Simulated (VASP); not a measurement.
# ZrN (Fm-3m) in VASP: further runs, part 2 of 3

VASP 6.6.1. The steps go on from the part before.

## 4. Band structure, revPBE

File INCAR:

```
PREC = Accurate
ENCUT = 520
EDIFF = 1E-6
ISMEAR = -1
SIGMA = 0.05
LREAL = F
LASPH = T
NELM = 100
ALGO = Fast
ISIF = 2
LWAVE = F
LCHARG = F
LMAXMIX = 4
GGA = RE
NBANDS = 16
```

File KPOINTS:

```
regular mesh
0
Gamma
  10 10 10
```

File POSCAR:

```
ZrN
1.0
    0.0000000000      2.3000000000      2.3000000000
    2.3000000000      0.0000000000      2.3000000000
    2.3000000000      2.3000000000      0.0000000000
Zr N
1 1
Direct
    0.5000000000      0.5000000000      0.5000000000
    0.0000000000      0.0000000000      0.0000000000
```

File KPOINTS_OPT:

```
path GXWKGLUWLK,UX
15
line-mode
reciprocal
 0.0000000000  0.0000000000  0.0000000000  G
 0.5000000000  0.0000000000  0.5000000000  X

 0.5000000000  0.0000000000  0.5000000000  X
 0.5000000000  0.2500000000  0.7500000000  W

 0.5000000000  0.2500000000  0.7500000000  W
 0.3750000000  0.3750000000  0.7500000000  K

 0.3750000000  0.3750000000  0.7500000000  K
 0.0000000000  0.0000000000  0.0000000000  G

 0.0000000000  0.0000000000  0.0000000000  G
 0.5000000000  0.5000000000  0.5000000000  L

 0.5000000000  0.5000000000  0.5000000000  L
 0.6250000000  0.2500000000  0.6250000000  U

 0.6250000000  0.2500000000  0.6250000000  U
 0.5000000000  0.2500000000  0.7500000000  W

 0.5000000000  0.2500000000  0.7500000000  W
 0.5000000000  0.5000000000  0.5000000000  L

 0.5000000000  0.5000000000  0.5000000000  L
 0.3750000000  0.3750000000  0.7500000000  K

 0.6250000000  0.2500000000  0.6250000000  U
 0.5000000000  0.0000000000  0.5000000000  X
```

Potentials or basis: VASP PAW PBE potentials, release 64 (Zr_sv, N).

Started as:

```
$ cat potpaw_PBE.64/Zr_sv/POTCAR potpaw_PBE.64/N/POTCAR > POTCAR
$ mpirun -np 1 vasp_std > vasp.out
```

OUTCAR:

```text
PREC = Accurate
   ENCUT = 520
   EDIFF = 1E-6
   ISMEAR = -1
   LREAL = F
   LASPH = T
   NELM = 100
   ISIF = 2
   GGA = RE

 ion  position               nearest neighbor table
   1  0.500  0.500  0.500-   2 2.30   2 2.30   2 2.30   2 2.30   2 2.30   2 2.30
   2  0.000  0.000  0.000-   1 2.30   1 2.30   1 2.30   1 2.30   1 2.30   1 2.30

  LATTYP: Found a face centered cubic cell.
 ALAT       =     4.6000000000

  Lattice vectors:

 A1 = (   0.0000000000,   2.3000000000,   2.3000000000)
[... 642 lines left out ...]

------------------------ aborting loop because EDIFF is reached ----------------------------------------

  FORCE on cell =-STRESS in cart. coord.  units (eV):
  Direction    XX          YY          ZZ          XY          YZ          ZX
  --------------------------------------------------------------------------------------
  -------------------------------------------------------------------------------------
  Total        0.3221530      0.3221530      0.3221530     -0.0000000     -0.0000000      0.0000000
  in kB       21.2109062     21.2109062     21.2109062     -0.0000000     -0.0000000      0.0000000
  external PRESSURE =      21.2109062 kB  Pullay stress =       0.0000000 kB

 VOLUME and BASIS-vectors are now :
 -----------------------------------------------------------------------------
  energy-cutoff  :      520.00
  volume of cell :       24.33
      direct lattice vectors                 reciprocal lattice vectors
     0.000000000  2.300000000  2.300000000    -0.217391304  0.217391304  0.217391304
     2.300000000  0.000000000  2.300000000     0.217391304 -0.217391304  0.217391304
     2.300000000  2.300000000  0.000000000     0.217391304  0.217391304 -0.217391304

 POSITION                                       TOTAL-FORCE (eV/Angst)
 -----------------------------------------------------------------------------------
      2.30000      2.30000      2.30000        -0.000000     -0.000000     -0.000000
      0.00000      0.00000      0.00000         0.000000      0.000000      0.000000
 -----------------------------------------------------------------------------------
    total drift:                                0.000000     -0.000000      0.000000

  FREE ENERGIE OF THE ION-ELECTRON SYSTEM (eV)
  ---------------------------------------------------
  free  energy   TOTEN  =       -19.5689696600 eV

  energy  without entropy=      -19.5625594716  energy(sigma->0) =      -19.56576457
```

OSZICAR:

```text
N       E                     dE             d eps       ncg     rms          rms(c)
DAV:   1     0.110148772763E+03    0.11015E+03   -0.87425E+03  1504   0.105E+03
DAV:   2    -0.169015293593E+02   -0.12705E+03   -0.11973E+03  1936   0.299E+02
DAV:   3    -0.229264414190E+02   -0.60249E+01   -0.59887E+01  2536   0.558E+01
[... 40 lines left out ...]
DAV:   8    -0.613244116500E+04   -0.14290E-06     1360
       N       E                     dE             ncg
DAV:   1     0.269385914635E+05   -0.66369E+04      288
DAV:   2     0.259288719612E+05   -0.10097E+04      376
DAV:   3     0.258802709991E+05   -0.48601E+02      512
DAV:   4     0.258797449341E+05   -0.52606E+00      288
DAV:   5     0.258797386629E+05   -0.62712E-02      408
DAV:   6     0.258797385473E+05   -0.11561E-03      304
DAV:   7     0.258797385447E+05   -0.26214E-05      408
DAV:   8     0.258797385446E+05   -0.73975E-07      272
```

stdout:

```text
POSCAR found type information on POSCAR ZrN
 POSCAR found :  2 types and       2 ions
 scaLAPACK will be used
 -----------------------------------------------------------------------------
|                                                                             |
|                                                                             |
|     You enforced a specific xc type in the INCAR file but a different       |
|     I HOPE YOU KNOW WHAT YOU ARE DOING!                                     |
|                                                                             |
 -----------------------------------------------------------------------------

 LDA part: xc-table for (Slater+PW92), standard interpolation
 POSCAR, INCAR and KPOINTS ok, starting setup
 FFT: planning ... GRIDC
 FFT: planning ... GRID_SOFT
 FFT: planning ... GRID
 WAVECAR not read
 entering main loop
 Start KPOINTS_OPT (optional k-point list driver)
k-point batch [1-47\150]
k-point batch [48-94\150]
k-point batch [95-141\150]
k-point batch [142-150\150]
```

Wall time 19 s (1 thread of Intel Xeon 6975P-C (Granite Rapids), shared host); peak memory 0.15 GiB.

Results:

* Free energy: -19.5690 eV
* Pressure: 2.1 GPa
* Band gap along the path: none (metal or under the smearing width)

Levels at the corners of the path, in eV from the Fermi level:
| point | band 7 | band 8 | band 9 | band 10 | band 11 | band 12 |
| --- | --- | --- | --- | --- | --- | --- |
| Γ | -2.69 | -2.69 | -0.43 | -0.43 | -0.43 | 1.52 |
| X | -3.47 | -3.21 | -3.21 | 3.28 | 4.42 | 4.42 |
| X | -3.47 | -3.21 | -3.21 | 3.28 | 4.42 | 4.42 |
| W | -4.78 | -4.78 | 0.97 | 0.97 | 4.43 | 4.48 |
| W | -4.78 | -4.78 | 0.97 | 0.97 | 4.43 | 4.48 |
| K | -4.79 | -4.48 | -0.74 | 3.32 | 3.58 | 5.02 |
| K | -4.79 | -4.48 | -0.74 | 3.32 | 3.58 | 5.02 |
| Γ | -2.69 | -2.69 | -0.43 | -0.43 | -0.43 | 1.52 |
| Γ | -2.69 | -2.69 | -0.43 | -0.43 | -0.43 | 1.52 |
| L | -5.69 | -5.69 | 2.94 | 3.00 | 3.00 | 4.66 |
| L | -5.69 | -5.69 | 2.94 | 3.00 | 3.00 | 4.66 |
| U | -4.79 | -4.48 | -0.74 | 3.32 | 3.58 | 5.02 |
| U | -4.79 | -4.48 | -0.74 | 3.32 | 3.58 | 5.02 |
| W | -4.78 | -4.78 | 0.97 | 0.97 | 4.43 | 4.48 |
| W | -4.78 | -4.78 | 0.97 | 0.97 | 4.43 | 4.48 |
| L | -5.69 | -5.69 | 2.94 | 3.00 | 3.00 | 4.66 |
| L | -5.69 | -5.69 | 2.94 | 3.00 | 3.00 | 4.66 |
| K | -4.79 | -4.48 | -0.74 | 3.32 | 3.58 | 5.02 |
| U | -4.79 | -4.48 | -0.74 | 3.32 | 3.58 | 5.02 |
| X | -3.47 | -3.21 | -3.21 | 3.28 | 4.42 | 4.42 |

Caveat: the PAW data sets were made with another functional, which shifts forces and pressure a little.

## 5. Band structure, BLYP

POSCAR is that of step 4.

File INCAR.step1:

```
AGGAC    = 1.0          
AGGAX    = 1.0          
ALDAC    = 0.0          
ALDAX    = 1.0          
ALGO     = Normal         # electronic algorithm
EDIFF    = 1E-7           # SCF threshold, eV
ENCUT    = 520            # plane-wave cutoff, eV
GGA      = B5             # functional
ISIF     = 2              # what is computed and relaxed
ISMEAR   = -1             # smearing method
LASPH    = T              # aspherical terms in the spheres
LCHARG   = T              # write CHGCAR
LMAXMIX  = 4              # l up to which the mixer works
LREAL    = F              # projectors in reciprocal space
LWAVE    = F              # write WAVECAR
NBANDS   = 16             # bands
NELM     = 80             # most SCF steps
PREC     = Accurate       # precision mode
SIGMA    = 0.05           # smearing width, eV
```

File KPOINTS.step1:

```
k-points
0
Gamma
  10 10 10
```

File INCAR.step2:

```
AGGAC    = 1.0          
AGGAX    = 1.0          
ALDAC    = 0.0          
ALDAX    = 1.0          
ALGO     = Normal         # electronic algorithm
EDIFF    = 1E-7           # SCF threshold, eV
ENCUT    = 520            # plane-wave cutoff, eV
GGA      = B5             # functional
ICHARG   = 11             # starting density
ISIF     = 2              # what is computed and relaxed
ISMEAR   = 0              # smearing method
LASPH    = T              # aspherical terms in the spheres
LCHARG   = F              # write CHGCAR
LMAXMIX  = 4              # l up to which the mixer works
LREAL    = F              # projectors in reciprocal space
LWAVE    = F              # write WAVECAR
NBANDS   = 16             # bands
NELM     = 80             # most SCF steps
PREC     = Accurate       # precision mode
SIGMA    = 0.05           # smearing width, eV
```

File KPOINTS.step2:

```
path GXWKGLUWLK,UX
20
line-mode
reciprocal
 0.0000000000  0.0000000000  0.0000000000  G
 0.5000000000  0.0000000000  0.5000000000  X

 0.5000000000  0.0000000000  0.5000000000  X
 0.5000000000  0.2500000000  0.7500000000  W

 0.5000000000  0.2500000000  0.7500000000  W
 0.3750000000  0.3750000000  0.7500000000  K

 0.3750000000  0.3750000000  0.7500000000  K
 0.0000000000  0.0000000000  0.0000000000  G

 0.0000000000  0.0000000000  0.0000000000  G
 0.5000000000  0.5000000000  0.5000000000  L

 0.5000000000  0.5000000000  0.5000000000  L
 0.6250000000  0.2500000000  0.6250000000  U

 0.6250000000  0.2500000000  0.6250000000  U
 0.5000000000  0.2500000000  0.7500000000  W

 0.5000000000  0.2500000000  0.7500000000  W
 0.5000000000  0.5000000000  0.5000000000  L

 0.5000000000  0.5000000000  0.5000000000  L
 0.3750000000  0.3750000000  0.7500000000  K

 0.6250000000  0.2500000000  0.6250000000  U
 0.5000000000  0.0000000000  0.5000000000  X
```

Potentials or basis: VASP PAW PBE potentials, release 64 (Zr_sv, N).

Started as:

```
$ cat potpaw_PBE.64/Zr_sv/POTCAR potpaw_PBE.64/N/POTCAR > POTCAR
$ cp INCAR.step1 INCAR
$ cp KPOINTS.step1 KPOINTS
$ mpirun -np 1 vasp_std > vasp.out
$ cp INCAR.step2 INCAR
$ cp KPOINTS.step2 KPOINTS
$ mpirun -np 1 vasp_std > vasp.out
```

OUTCAR:

```text
EDIFF = 1E-7
   ENCUT = 520
   GGA = B5
   ICHARG = 11
   ISIF = 2
   ISMEAR = 0
   LASPH = T
   LREAL = F
   NELM = 80
   PREC = Accurate

 ion  position               nearest neighbor table
   1  0.500  0.500  0.500-   2 2.30   2 2.30   2 2.30   2 2.30   2 2.30   2 2.30
   2  0.000  0.000  0.000-   1 2.30   1 2.30   1 2.30   1 2.30   1 2.30   1 2.30

  LATTYP: Found a face centered cubic cell.
 ALAT       =     4.6000000000

  Lattice vectors:
[... 635 lines left out ...]

 [... further k-points ...]

------------------------ aborting loop because EDIFF is reached ----------------------------------------

  FORCE on cell =-STRESS in cart. coord.  units (eV):
  Direction    XX          YY          ZZ          XY          YZ          ZX
  --------------------------------------------------------------------------------------
  -------------------------------------------------------------------------------------
  Total        3.0210040      3.0210040      3.0210040      0.0000000     -0.0000000      0.0000000
  in kB      198.9062243    198.9062243    198.9062243      0.0000000     -0.0000000      0.0000000
  external PRESSURE =     198.9062243 kB  Pullay stress =       0.0000000 kB

 VOLUME and BASIS-vectors are now :
 -----------------------------------------------------------------------------
  energy-cutoff  :      520.00
  volume of cell :       24.33
      direct lattice vectors                 reciprocal lattice vectors
     0.000000000  2.300000000  2.300000000    -0.217391304  0.217391304  0.217391304
     2.300000000  0.000000000  2.300000000     0.217391304 -0.217391304  0.217391304
     2.300000000  2.300000000  0.000000000     0.217391304  0.217391304 -0.217391304

 POSITION                                       TOTAL-FORCE (eV/Angst)
 -----------------------------------------------------------------------------------
      2.30000      2.30000      2.30000         0.000000      0.000000     -0.000000
      0.00000      0.00000      0.00000        -0.000000     -0.000000      0.000000
 -----------------------------------------------------------------------------------
    total drift:                                0.000000     -0.000000      0.000000

  FREE ENERGIE OF THE ION-ELECTRON SYSTEM (eV)
  ---------------------------------------------------
  free  energy   TOTEN  =       -17.9487927358 eV

  energy  without entropy=      -17.9474740205  energy(sigma->0) =      -17.94813338
```

OUTCAR.step1:

```text
EDIFF = 1E-7
   ENCUT = 520
   GGA = B5
   ISIF = 2
   ISMEAR = -1
[... 677 lines left out ...]
 -----------------------------------------------------------------------------------
      2.30000      2.30000      2.30000         0.000000     -0.000000      0.000000
      0.00000      0.00000      0.00000        -0.000000      0.000000     -0.000000
 -----------------------------------------------------------------------------------
    total drift:                                0.000000     -0.000000      0.000000

  FREE ENERGIE OF THE ION-ELECTRON SYSTEM (eV)
  ---------------------------------------------------
  free  energy   TOTEN  =       -18.7861461256 eV

  energy  without entropy=      -18.7800450893  energy(sigma->0) =      -18.78309561
```

OSZICAR.step1:

```text
N       E                     dE             d eps       ncg     rms          rms(c)
DAV:   1     0.111219984137E+03    0.11122E+03   -0.87590E+03  1504   0.105E+03
DAV:   2    -0.167322246466E+02   -0.12795E+03   -0.12059E+03  1936   0.300E+02
DAV:   3    -0.228136348898E+02   -0.60814E+01   -0.60458E+01  2488   0.560E+01
DAV:   4    -0.228774652952E+02   -0.63830E-01   -0.63778E-01  1768   0.462E+00
DAV:   5    -0.228781497692E+02   -0.68447E-03   -0.68447E-03  1984   0.388E-01    0.215E+01
DAV:   6    -0.189824867028E+02    0.38957E+01   -0.89925E+00  1704   0.274E+01    0.787E+00
DAV:   7    -0.188115418612E+02    0.17094E+00   -0.63015E-01  1776   0.739E+00    0.677E+00
DAV:   8    -0.188112924276E+02    0.24943E-03   -0.29021E-01  1992   0.485E+00    0.498E+00
DAV:   9    -0.187857424455E+02    0.25550E-01   -0.64375E-02  1672   0.236E+00    0.741E-01
DAV:  10    -0.187861623759E+02   -0.41993E-03   -0.16261E-03  1872   0.413E-01    0.606E-02
DAV:  11    -0.187861407229E+02    0.21653E-04   -0.87491E-05  1936   0.809E-02    0.353E-02
DAV:  12    -0.187861464199E+02   -0.56970E-05   -0.14139E-05  1672   0.330E-02    0.705E-03
DAV:  13    -0.187861461086E+02    0.31130E-06   -0.46773E-07  2088   0.667E-03    0.143E-03
DAV:  14    -0.187861461256E+02   -0.16994E-07   -0.80013E-08  1320   0.225E-03
   1 F= -.18786146E+02 E0= -.18783096E+02  d E =-.610104E-02
```

It took 28 s on 1 thread of Intel Xeon 6975P-C (Granite Rapids), shared host; peak memory 0.19 GiB.

Results:

* Band gap along the path: none (metal or under the smearing width)

Levels at the corners of the path, in eV from the Fermi level:
```csv
point,band 7,band 8,band 9,band 10,band 11,band 12
Γ,-2.73,-2.73,-0.45,-0.45,-0.45,1.49
X,-3.37,-3.22,-3.22,3.20,4.26,4.26
X,-3.37,-3.22,-3.22,3.20,4.26,4.26
W,-4.71,-4.71,0.95,0.95,4.27,4.42
W,-4.71,-4.71,0.95,0.95,4.27,4.42
K,-4.72,-4.49,-0.71,3.24,3.46,4.96
K,-4.72,-4.49,-0.71,3.24,3.46,4.96
Γ,-2.73,-2.73,-0.45,-0.45,-0.45,1.49
Γ,-2.73,-2.73,-0.45,-0.45,-0.45,1.49
L,-5.70,-5.70,2.86,2.89,2.89,5.04
L,-5.70,-5.70,2.86,2.89,2.89,5.04
U,-4.72,-4.49,-0.71,3.24,3.46,4.96
U,-4.72,-4.49,-0.71,3.24,3.46,4.96
W,-4.71,-4.71,0.95,0.95,4.27,4.42
W,-4.71,-4.71,0.95,0.95,4.27,4.42
L,-5.70,-5.70,2.86,2.89,2.89,5.04
L,-5.70,-5.70,2.86,2.89,2.89,5.04
K,-4.72,-4.49,-0.71,3.24,3.46,4.96
U,-4.72,-4.49,-0.71,3.24,3.46,4.96
X,-3.37,-3.22,-3.22,3.20,4.26,4.26
```

Caveat: the log is that of the step along the path at fixed density, whose energy, stress, charges and moments have no meaning; the PAW data sets were made with another functional, which shifts forces and pressure a little.

[end of part 2 of 3]
